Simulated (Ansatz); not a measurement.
# AlN: strain energy, fitted

AlN, P6_3mc, a = 3.107 Å, c = 4.979 Å. Ansatz: r2SCAN, PAW, 500 eV, Γ-centred 12×12×6 mesh on 4 atoms, Gaussian smearing 0.02 eV; no spin polarisation. Series: biaxial strain in the a-b plane, c and atoms relaxed; x is the strain in per cent. y is the free energy over the unstrained cell, V0 = 10.403 Å³/atom.

| x (%) | y (meV/atom) |
| --- | --- |
| -4.5 | ? |
| -3.0 | 30.70 |
| -1.5 | 7.42 |
| 0.0 | 0.00 |
| 1.5 | 6.88 |
| 3.0 | 26.50 |
| 4.5 | 57.24 |

Q: Fit y = c2 x² + c3 x³ to the other rows, turn c2 into a modulus, and predict the missing energy.

A: Least squares on the rows shown. y = 3.1775 x² − 0.077945 x³. In eV per unit strain² c2 is 31.78; M is the biaxial modulus (E = M V0 ε²): 31.78 × 160.2 / (10.403) = 489 GPa. At x = -4.5 the fit asked for gives 71.45 meV/atom. The run gave 71.42 meV/atom, so the fit is 0.03 meV/atom too high, a small miss on the scale of the series.